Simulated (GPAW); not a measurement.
Runs of GPAW 26.7.0 on ZrN. Symmetry: Fm-3m, No. 225, cubic system. Conventional cell: a = 4.600 Å, b = 4.600 Å, c = 4.600 Å, α = 90.00°, β = 90.00°, γ = 90.00°. Zr (site symmetry m-3m) is surrounded by 6 N at 2.30 Å. N (site symmetry m-3m) is surrounded by 6 Zr at 2.30 Å. 

```csv
task,level,potentials or basis,spin,cell,k mesh,smearing,band path,band points,spin axis theta (degrees),spin axis phi (degrees),eigensolver,gap on the mesh (eV),pressure (GPa)
band structure,MS2,"GPAW PAW data sets (gpaw-data 1.2.1), pw","SOC, no magnetisation",as given,8 × 8 × 8,fermi-dirac 0.05 eV,"GXWKGLUWLK,UX",100,54.7,45,-,-,(a)
relaxation of cell and atoms,BLYP+D3(BJ),"PAW data sets generated in the run's folder for this functional, pw",off,relaxed to -2 GPa,10 × 10 × 10,fermi-dirac 0.05 eV,-,-,-,-,davidson,none,-1.9
single point,LDA,"the program's PAW data sets (release 1.2.1) made for this functional, pw",off,as given,10 × 10 × 10,gaussian 0.02 eV,-,-,-,-,-,none,-15.1
single point,RPBE,"the program's PAW data sets (release 1.2.1) made for this functional, pw",off,as given,10 × 10 × 10,gaussian 0.05 eV,-,-,-,-,-,none,1.4
band structure,SCAN,"GPAW PAW data sets (gpaw-data 1.2.1), pw","SOC, no magnetisation",as given,8 × 8 × 8,fermi-dirac 0.05 eV,"GXWKGLUWLK,UX",80,0,0,-,-,-4.5
```

Alike in all rows: cutoff (eV) 800.

Task: Estimate the missing entries.

Result: (a) -5.7.

Caveats: spin-orbit coupling was added after a scalar SCF, so levels and gaps hold it while energy, forces, pressure and moments don't (some runs); this program's spin-orbit splittings come out too wide for heavy elements (some runs); the PAW data sets were made with another functional, which shifts forces and pressure a little (some runs); later steps reuse the first step's grids (some runs); pairwise dispersion overbinds metals, which lowers pressure and volume (some runs); so large a pressure means that the cell lies far from this level's equilibrium, or that cutoff or potentials fall short (some runs).

A k mesh can miss the band edges, and rows without SOC leave out spin-orbit coupling on Zr.

A gap of «none» marks a metal or a gap under the smearing width.

Runs at the PBE level aren't shown here.
